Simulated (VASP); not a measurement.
**CdS in VASP 6.6.1, single-point calculation**

INCAR

```
ENCUT = 520
PREC = Accurate
SIGMA = 0.02
ISPIN = 2
GGA = 91
NSW = 0
MAGMOM = 3 3
LCHARG = .FALSE.
LREAL = .FALSE.
NELM = 82
LWAVE = .FALSE.
IBRION = -1
EDIFF = 1E-7
NBANDS = 16
ISIF = 2
ISMEAR = -1
IVDW = 21
LASPH = .TRUE.
```

KPOINTS

```
KPOINTS created by Atomic Simulation Environment
0
Gamma
8 8 8
0 0 0
```

POSCAR

```
Cd S
 1.0000000000000000
     0.0000000000000000    2.8510383978000000    3.0637898083000001
     2.8510383978000000    0.0000000000000000    3.0637898083000001
     2.8510383978000000    2.8510383978000000    0.0000000000000000
 Cd  S
   1   1
Cartesian
  0.0000000000000000  0.0000000000000000  0.0000000000000000
  1.4255191989000000  1.4255191989000000  1.5318949041500001
```

The recommended PBE PAW datasets give the neutral cell 18 valence electrons.

Command

```
mpirun -np 1 vasp_std
```

Standard output (part)

```
POSCAR found type information on POSCAR CdS
 POSCAR found :  2 types and       2 ions
|     EEEEEEE  RRRRRR   RRRRRR   OOOOOOO  RRRRRR      ###     ###     ###     |
|     E        R     R  R     R  O     O  R     R     ###     ###     ###     |
|     E        R     R  R     R  O     O  R     R     ###     ###     ###     |
|     EEEEE    RRRRRR   RRRRRR   O     O  RRRRRR       #       #       #      |
|     E        R    R   R    R   O     O  R    R      ###     ###     ###     |
|     EEEEEEE  R     R  R     R  OOOOOOO  R     R     ###     ###     ###     |
|     vdw_forces_TS: ERROR unsupported xc-functional:                         |
|      please   define parameter VDW_SR for this functional                   |
|       ---->  I REFUSE TO CONTINUE WITH THIS SICK JOB ... BYE!!! <----       |
```

VASP stopped before the first electronic step.

The run took about 0.8 s on one core of a shared host (Intel Xeon Platinum 8488C).
